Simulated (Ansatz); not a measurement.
RbBr (rocksalt) under strain

RbBr in the rocksalt structure, relaxed with r2SCAN in the plane-wave code Ansatz. The symmetry is Fm-3m (No. 225, cubic); conventional cell a = 6.922 Å, 41.45 Å³ an atom. Around Rb lie 6 Br at 3.46 Å; around Br lie 6 Rb at 3.46 Å.

The axes x, y and z are those of this cell:
```
Rb Br
1.0
     0.00000    3.46083    3.46083
     3.46083    0.00000    3.46083
     3.46083    3.46083    0.00000
Rb Br
1 1
Cartesian
  0.0000 0.0000 0.0000
  3.4608 3.4608 3.4608
```

Unstrained: The PBE gap is direct at Γ: 4.291 eV. r2SCAN gives a direct gap of 4.893 eV at Γ. The HSE06 gap is direct at Γ: 5.443 eV. Meshes: PBE 6×6×6, r2SCAN 6×6×6, HSE06 4×4×4. Strains are changes of length per length. After each strain the atoms were relaxed again with r2SCAN within the symmetry that the strain leaves, so tilts or polar shifts that break it weren't tested; points keep the names that they have in the unstrained zone. No spin polarisation and no zero-point or thermal motion.

Changes of the least gap in eV (an overlap counts as a negative gap):

| strain | volume change (%) | space group | PBE | r2SCAN | HSE06 | energy rise, r2SCAN (meV/atom) |
| --- | --- | --- | --- | --- | --- | --- |
| uniaxial +5.43 % along x | +5.4 | I4/mmm | -0.142 | -0.149 | -0.153 | 9.9 |
| epitaxial +2.27 % in the xy plane, free normal strain -0.52 % | +4.0 | I4/mmm | -0.113 | -0.118 | -0.120 | 4.3 |
| isotropic +3.97 % on every length | +12.4 | Fm-3m | -0.272 | -0.278 | -0.296 | 21.3 |

Uniaxial +5.43 % along x, other directions held. HSE06: the gap goes from 5.443 to 5.290 eV (-0.153 eV); with r2SCAN the top three valence levels at Γ, degenerate before, become 2+1 from the top over 37 meV. Stress change with r2SCAN, compression positive: xx -1.28, yy -0.19, zz -0.19 GPa.

Epitaxial +2.27 % in the xy plane, free normal strain -0.52 %. HSE06: the gap goes from 5.443 to 5.323 eV (-0.120 eV); with r2SCAN the top three valence levels at Γ, degenerate before, become 1+2 from the top over 25 meV. Stress change with r2SCAN, compression positive: xx -0.72, yy -0.72, zz +0.01 GPa.

Isotropic +3.97 % on every length. HSE06: the gap goes from 5.443 to 5.147 eV (-0.296 eV). Stress change with r2SCAN, compression positive: xx -1.23, yy -1.23, zz -1.23 GPa. For HSE06, dE_g/d ln V = -2.5 eV over this step.

Spin-orbit coupling is left out.

The meshes of the hybrids are coarse, so their gaps aren't converged to the digits shown.

The splittings at Γ are without spin-orbit coupling, which regroups them where it is of like size or larger.
